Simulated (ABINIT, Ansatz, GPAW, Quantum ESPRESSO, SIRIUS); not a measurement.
**ZrS: 5 runs at one level of theory**

```xyz
2
Lattice="0.0000 2.6250 2.6250 2.6250 0.0000 2.6250 2.6250 2.6250 0.0000" Properties=species:S:1:pos:R:3 pbc="T T T"
Zr    0.0000    0.0000    0.0000
S     2.6250    2.6250    2.6250
```

Alike in all runs: task single point; functional PBEsol; k mesh 9 × 9 × 9; occupations fermi-dirac, width 0.05 eV; no spin polarisation; no spin-orbit coupling. Pressure is positive in compression and, in plane waves, holds the error of the finite cutoff.

```tsv
program and potentials	plane-wave cutoff (eV)	notes	pressure (GPa)
ABINIT, PseudoDojo NC SR PBEsol v0.4.1 standard	898	-	-6.38
SIRIUS, PseudoDojo 0.4.1 PBEsol standard (scalar relativistic)	915	-	-6.37
Ansatz, all-electron LAPW, scalar-relativistic	-	-	-6.44
Quantum ESPRESSO, GBRV 1.5 PBEsol	612	-	?
GPAW, PAW data sets generated for this functional	600	-	-7.02
```

Question: Estimate from the other rows what the run with Quantum ESPRESSO, GBRV 1.5 PBEsol gave.

Answer: Pressure -6.58 GPa. The other rows, which needn't bracket it: pressure -7.02 to -6.37.
